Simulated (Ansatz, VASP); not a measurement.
**Two plane-wave programs on Mo**

```
CELL_PARAMETERS angstrom
-1.31757 1.31757 2.30947
1.31757 -1.31757 2.30947
1.31757 1.31757 -2.30947
ATOMIC_POSITIONS crystal
Mo 0.00000 0.00000 0.00000
```

Alike in both runs: functional r2SCAN; k mesh 8 × 8 × 8; occupations gaussian, width 0.1 eV; no spin polarisation.

Ansatz relaxed the structure, and its values are those at the end. VASP's run is a single point on that final structure, the one shown.

|  | VASP | Ansatz |
| --- | --- | --- |
| version | VASP 6.6.1 | Ansatz 0.2.0 |
| potentials or method | VASP PAW PBE potentials, release 64 (Mo_sv) | scalar-relativistic, plane waves, PAW |
| plane-wave cutoff (eV) | 520 | 500 |
| valence electrons in the cell | 14 | 14 |

|  | VASP | Ansatz | Ansatz less VASP |
| --- | --- | --- | --- |
| gap on the k mesh at the Fermi level (eV) | none | none | - |
| pressure (GPa) | 1.1 | 0.0 | -1.04 |

A gap of «none» marks a metal or a gap that the smearing closes.

Caveats: the k mesh is coarse (spacing up to 0.42 Å⁻¹), so the values aren't converged; the PAW data sets were made with another functional, which shifts forces and pressure a little (VASP).
